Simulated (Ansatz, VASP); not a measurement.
# NaI: VASP beside Ansatz

INCAR

```
PREC = Accurate ; ENCUT = 500
EDIFF = 1E-7 ; ISMEAR = -1
SIGMA = 0.05 ; LREAL = False
LASPH = True ; NELM = 60
ALGO = Normal ; ISIF = 2
LWAVE = False ; LCHARG = False
GGA = PE ; NBANDS = 11
```

File KPOINTS:

```
Automatic mesh
0
Gamma
  7 7 7
```

Contents of POSCAR:

```
NaI
1.0
    0.0000000000      3.2364000000      3.2364000000
    3.2364000000      0.0000000000      3.2364000000
    3.2364000000      3.2364000000      0.0000000000
I Na
1 1
Direct
    0.5000000000      0.5000000000      0.5000000000
    0.0000000000      0.0000000000      0.0000000000
```

The input KPOINTS_OPT:

```
path GXWKGLUWLK,UX
20
line-mode
reciprocal
 0.0000000000  0.0000000000  0.0000000000  G
 0.5000000000  0.0000000000  0.5000000000  X

 0.5000000000  0.0000000000  0.5000000000  X
 0.5000000000  0.2500000000  0.7500000000  W

 0.5000000000  0.2500000000  0.7500000000  W
 0.3750000000  0.3750000000  0.7500000000  K

 0.3750000000  0.3750000000  0.7500000000  K
 0.0000000000  0.0000000000  0.0000000000  G

 0.0000000000  0.0000000000  0.0000000000  G
 0.5000000000  0.5000000000  0.5000000000  L

 0.5000000000  0.5000000000  0.5000000000  L
 0.6250000000  0.2500000000  0.6250000000  U

 0.6250000000  0.2500000000  0.6250000000  U
 0.5000000000  0.2500000000  0.7500000000  W

 0.5000000000  0.2500000000  0.7500000000  W
 0.5000000000  0.5000000000  0.5000000000  L

 0.5000000000  0.5000000000  0.5000000000  L
 0.3750000000  0.3750000000  0.7500000000  K

 0.6250000000  0.2500000000  0.6250000000  U
 0.5000000000  0.0000000000  0.5000000000  X
```

input.yaml

```yaml
crystal:
  lattice:
    - [0.0, 3.2364, 3.2364]
    - [3.2364, 0.0, 3.2364]
    - [3.2364, 3.2364, 0.0]
  atoms:
    - { symbol: I, position: [0.5, 0.5, 0.5] }
    - { symbol: Na, position: [0.0, 0.0, 0.0] }
hamiltonian:
  xc: pbe
  pseudopotentials: { kind: paw }
kpoints:
  mp_grid: { grid: [7, 7, 7] }
  band_path:
    path:
      - [[0.0, 0.0, 0.0], [0.5, 0.0, 0.5], [0.5, 0.25, 0.75], [0.375, 0.375, 0.75], [0.0, 0.0, 0.0], [0.5, 0.5, 0.5], [0.625, 0.25, 0.625], [0.5, 0.25, 0.75], [0.5, 0.5, 0.5], [0.375, 0.375, 0.75]]
      - [[0.625, 0.25, 0.625], [0.5, 0.0, 0.5]]
    npoints: 14
scf:
  occupations: { method: fermi_dirac, width: 0.05 }
  n_extra_bands: 6
output:
  forces: true
  stress: true
  eigenvalues: true
  fatbands: false
```

Alike in both runs: task band structure; functional PBE; k mesh 7 × 7 × 7; occupations fermi-dirac, width 0.05 eV; no spin polarisation.

|  | VASP | Ansatz |
| --- | --- | --- |
| version | VASP 6.6.1 | Ansatz 0.2.0 |
| potentials or method | VASP PAW PBE potentials, release 64 (I, Na) | Ansatz PAW |
| plane-wave cutoff (eV) | 500 | 420 |
| valence electrons in the cell | 8 | 26 |

Ansatz gave:

```
gap on the k mesh at the Fermi level (eV) : 3.64
least direct gap on the mesh (eV)         : 3.64
gap along the band path (eV)              : 3.64
pressure (GPa)                            : 0.4
```

**Question.** Estimate VASP's values.

**Answer.** gap on the k mesh at the Fermi level (eV): 3.63; least direct gap on the mesh (eV): 3.63; gap along the band path (eV): 3.63; pressure (GPa): 0.2.

The two sets of potentials don't hold the same shells in valence.

Caveats: spin-orbit coupling is left out, which moves the levels of the heavy elements. PBE gaps usually lie below the measured ones, often by a third to a half.
